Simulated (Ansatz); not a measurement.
HgTe:

```
Hg Te
1.0
     0.00000    3.18000    3.18000
     3.18000    0.00000    3.18000
     3.18000    3.18000    0.00000
Hg Te
1 1
Direct
  0.00000 0.00000 0.00000
  0.50000 0.50000 0.50000
```

Measurements of this composition are mostly on another form, of space group No. 216.

```yaml
Program: Ansatz 0.2.0
Task: relaxation of cell and atoms
Functional: BLYP
Dispersion: D3(BJ)
Potentials_or_basis: Ansatz PAW
Cutoff: "420 eV (not typed: the program's choice for these potentials)"
k_mesh: 7 × 7 × 7
Occupations: fermi-dirac, width 0.05 eV
Spin: no spin polarisation
```

At the start: volume 32.16 Å³/atom.

Problem. How do energy, volume and symmetry change on relaxing?

Solution. It ends after 5 steps and the volume is 28.03 Å³/atom (-12.8 %); space group Fm-3m (No. 225, to 0.05 Å).

Step by step:
| step | energy change (eV) | largest force (eV/Å) | volume (Å³) |
| --- | --- | --- | --- |
| 1 | 0.0000 | 0.0000 | 64.31 |
| 2 | -0.1520 | 0.0000 | 55.19 |
| 3 | -0.1537 | 0.0000 | 56.35 |
| 4 | -0.1540 | 0.0000 | 56.06 |
| 5 | -0.1520 | 0.0000 | 56.06 |

Final structure:
```xyz
2
Lattice="0.0000 3.0376 3.0376 3.0376 0.0000 3.0376 3.0376 3.0376 0.0000" Properties=species:S:1:pos:R:3 pbc="T T T"
Hg    0.0000    0.0000    0.0000
Te    3.0376    3.0376    3.0376
```

Caveat: the plane-wave basis is chosen anew once the cell has moved, so the energies of steps on either side of that aren't comparable; the volume moved by -13 % from the deposited cell, more than functionals usually miss; pairwise dispersion overbinds metals, which lowers pressure and volume; the PAW data sets come from PBE, with cores solved anew for the run's functional, which leaves a small shift of forces and pressure.
